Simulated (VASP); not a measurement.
Here is a VASP 6.6.1 calculation.

File INCAR:

```
SYSTEM = InAs
  PREC = Accurate
  ENCUT = 520
  EDIFF = 1E-6
  ISMEAR = 0
  SIGMA = 0.1
  LREAL = .False.
  LASPH = .True.
  NELM = 100
  ALGO = Fast
  ISIF = 2
  LWAVE = .False.
  LCHARG = .False.
  GGA = CA
  NBANDS = 16
```

File KPOINTS:

```
regular mesh
0
Gamma
  12 12 12
  0 0 0
```

Contents of POSCAR:

```
InAs
1.0
    0.0000000000      3.0132360730      3.0132360730
    3.0132360730      0.0000000000      3.0132360730
    3.0132360730      3.0132360730      0.0000000000
In As
1 1
Direct
    0.0000000000      0.0000000000      0.0000000000
    0.2500000000      0.2500000000      0.2500000000
```

Potentials or basis: VASP PAW LDA potentials, release 64 (In_d, As).

Launch:

```sh
$ cat potpaw_LDA.64/In_d/POTCAR potpaw_LDA.64/As/POTCAR > POTCAR
$ mpirun -np 1 vasp_std > vasp.out
```

Problem. Predict the pressure.

Solution. 0.1 GPa.

Problem. Estimate the band gap on the k mesh.

Solution. None (metal or under the smearing width).
